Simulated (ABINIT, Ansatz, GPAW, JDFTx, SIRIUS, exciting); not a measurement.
GaAs: band gap by level of theory

**What was measured.** The band gap of GaAs (F-43m) is reported as 1.52 eV at 1.2 K (a printed reference work). The runs below try to reproduce it.

The structure is cubic, space group F-43m (No. 216). Conventional cell: a = 5.654 Å, b = 5.654 Å, c = 5.654 Å, α = 90.00°, β = 90.00°, γ = 90.00°. Around As (site symmetry -43m) lie 4 Ga at 2.45 Å. Ga (site symmetry -43m) has 4 As at 2.45 Å as nearest neighbours.

```csv
rung,level,program and potentials,cutoff (eV),k mesh,smearing,task,core time,chip,band gap (eV),miss (eV),notes
model potential,TB-mBJ,"GPAW, GPAW PAW data sets for LDA (gpaw-data 1.2.1)",600,8 × 8 × 8,fermi-dirac 0.05,single point,26 s,Arm Neoverse V2,1.68,+0.16,potentials made for LDA; 4 valence electrons an atom on average
LDA,LDA,"ABINIT, PseudoDojo NC SR LDA v0.4.1 standard",980,6 × 6 × 6,fermi-dirac 0.05,single point,50 s,Arm Neoverse V1,0.28,-1.24,14 valence electrons an atom on average
GGA,SOGGA,"ABINIT, JTH PAW PBE v2.0",463,8 × 8 × 8,fermi-dirac 0.05,band structure,66 s,Arm Neoverse V1,0.48,-1.04,potentials made for PBE; 14 valence electrons an atom on average
GGA,PBE,"SIRIUS, PseudoDojo 0.4.1 PBE standard (scalar relativistic)",1152,8 × 8 × 8,fermi-dirac 0.05,single point,74 s,Arm Neoverse V1,0.52,-1.00,14 valence electrons an atom on average
GGA,PBEsol,"JDFTx, PseudoDojo-SR-PBEsol-0.4.1-standard",1143,8 × 8 × 8,fermi-dirac 0.05,single point,2.5 min,Arm Neoverse V1,0.44,-1.08,14 valence electrons an atom on average
hybrid,PBE0,"Ansatz, PAW datasets made for the crystal",360,6 × 6 × 6,fermi-dirac 0.05,single point,9.5 min,Intel Xeon Skylake/Cascade Lake,2.02,+0.50,14 valence electrons an atom on average
G0W0,G0W0 on PBE,"exciting, all-electron LAPW+lo, shipped species files, valence relativity iora*",-,5 × 5 × 5,gaussian 0.005,G0W0 quasiparticle levels,59 min,AMD EPYC 7R43 Zen 3,1.61,+0.09,"bands, basis or mesh of the many-body step not converged"
```

Times are single runs on shared hosts and different chips, so they are rough; meshes, cutoffs and the tasks' sizes weigh on the time. All rows: no spin polarisation. Gaps are the least found on the k mesh or the band path, and a mesh can miss the band edges. Smearing widths are in eV. The cell comes from a database and isn't always the measured one. Meshes differ between rows, which moves values too. All levels ran on this one cell, unrelaxed unless noted. Meshes are those of the run's cell of 2 atoms unless a note names another. Misses use the values as printed. Runs on faulty files, with rough fits or with known faults for this quantity aren't shown. No row holds spin-orbit coupling.

By rung: LDA 0.28; GGA 0.44 to 0.52; model potential 1.68; hybrid 2.02; G0W0 on coarse settings 1.61 (eV). Measured: 1.52 eV at 1.2 K (a printed reference work). Closest, coarse meshes and atomic bases left aside, is TB-mBJ (+0.16 eV). LDA and GGA gaps fall short mostly because these functionals lack the derivative discontinuity; the runs are for a static lattice, while measurements hold temperature and zero-point motion; rows without SOC leave out spin-orbit coupling, which moves the band edges where heavy atoms are present.
